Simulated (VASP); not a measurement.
Write the native input for VASP 6.6.1 that does the following.

- Task: single point
- Functional: PBE
- Potentials or basis: VASP PAW PBE potentials, release 64 (Pb_d, O)
- Cutoff: 520 eV
- k mesh: 14 × 14 × 14
- Occupations: gaussian, width 0.1 eV
- Spin: no spin polarisation
- Dipole correction: no
- Further INCAR settings: ALGO = Normal; EDIFF = 1e-06; NBANDS = 20

The structure of PbO2 lies in POSCAR:

```
PbO2
1.0
    0.0000000000      2.7039120950      2.7039120950
    2.7039120950      0.0000000000      2.7039120950
    2.7039120950      2.7039120950      0.0000000000
Pb O
1 2
Direct
    0.0000000000      0.0000000000      0.0000000000
    0.2500000000      0.2500000000      0.2500000000
    0.7500000000      0.7500000000      0.7500000000
```

One way to write it, as run:

INCAR

```
  ALGO = Normal
  EDIFF = 1E-6
  ENCUT = 520
  GGA = PE
  ISIF = 2
  ISMEAR = 0
  LASPH = True
  LCHARG = False
  LREAL = False
  LWAVE = False
  NBANDS = 20
  NELM = 100
  PREC = Accurate
  SIGMA = 0.1
```

KPOINTS

```
k-points
0
Gamma
  14 14 14
```

Potentials or basis: VASP PAW PBE potentials, release 64 (Pb_d, O).

Launch:

```console
$ cat potpaw_PBE.64/Pb_d/POTCAR potpaw_PBE.64/O/POTCAR > POTCAR
$ mpirun -np 1 vasp_std > vasp.out
```

Results of the run:

The pressure is 0.2 GPa and the band gap on the k mesh is none (metal or under the smearing width).

It took 63 s on 1 thread of Intel(R) Xeon(R) Platinum 8259CL CPU @ 2.50GHz (Skylake/Cascade Lake), on a shared host, peak memory 0.21 GiB.
